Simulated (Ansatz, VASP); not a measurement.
**Pb: VASP beside Ansatz**

```
CELL_PARAMETERS angstrom
0.00000 2.40461 2.40461
2.40461 0.00000 2.40461
2.40461 2.40461 0.00000
ATOMIC_POSITIONS crystal
Pb 0.00000 0.00000 0.00000
```

Alike in both runs: task single point; functional LDA; k mesh 18 × 18 × 18; occupations fermi-dirac, width 0.1 eV; no spin polarisation.

```csv
,VASP,Ansatz
version,VASP 6.6.1,Ansatz 0.2.0
potentials or method,"VASP PAW LDA potentials, release 64 (Pb_d)","plane waves (420 eV) with PAW, scalar-relativistic"
plane-wave cutoff (eV),520,420
valence electrons in the cell,14,14
```

Ansatz gave:

```
pressure (GPa) : 2.6
```

Question: What did VASP give for the same quantities?

Answer: Pressure (GPa): 2.7.

Ansatz warned: «pseudo_functional_mismatch».

The runs have no spin-orbit coupling, so splittings on Pb are missing.
